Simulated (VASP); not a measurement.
Here is a VASP 6.6.1 calculation.

Contents of INCAR:

```
SYSTEM = Re
ALGO = Normal
DIPOL = 0.5 0.5 0.500
EDIFF = 1E-6
EDIFFG = -0.01
ENCUT = 520
GGA = PE
IBRION = 2
IDIPOL = 3
ISIF = 2
ISMEAR = 0
IVDW = 11
LASPH = .TRUE.
LCHARG = .FALSE.
LDIPOL = .TRUE.
LREAL = .FALSE.
LWAVE = .FALSE.
NELM = 60
NSW = 60
PREC = Accurate
SIGMA = 0.05
```

File KPOINTS:

```
k-points
0
G
  11 11 1
  0 0 0
```

Contents of POSCAR:

```
Re
1.0
    2.7653363785      0.0000000000      0.0000000000
   -1.3826681892      2.3948515538      0.0000000000
    0.0000000000      0.0000000000     23.9471532600
Re
5
Selective dynamics
Direct
    0.3333333300      0.6666666600      0.3131896271  F F F
    0.6666666700      0.3333333400      0.4065948136  F F F
    0.3333333300      0.6666666600      0.5000000000  T T T
    0.6666666700      0.3333333400      0.5934051864  T T T
    0.3333333300      0.6666666600      0.6868103729  T T T
```

Potentials or basis: VASP PAW PBE potentials, release 64 (Re).

Command:

```console
$ cat potpaw_PBE.64/Re/POTCAR > POTCAR
$ mpirun -np 1 vasp_std > vasp.out
```

Question: Predict the energy gained by relaxing.

Answer: 12.4 meV/atom.

Question: Predict the dispersion energy per atom.

Answer: -0.431 eV.

Step by step:
```tsv
step	energy change (eV)	largest force (eV/Å)	pressure (GPa)
1	0.0000	1.0089	-6.44
2	-0.0586	0.9294	-5.63
3	-0.0599	0.9201	-5.47
4	-0.0598	0.9212	-5.46
5	-0.0604	0.9203	-5.40
6	-0.0609	0.9227	-5.30
7	-0.0606	0.9260	-5.11
8	-0.0610	0.9241	-5.25
9	-0.0615	0.9170	-5.22
10	-0.0618	0.8982	-5.17
11	-0.0618	0.8950	-5.15
12	-0.0620	0.8793	-5.04
13	-0.0620	0.8802	-5.05
14	-0.0621	0.8786	-5.02
```

 The run has no spin-orbit coupling, so splittings on Re are missing.
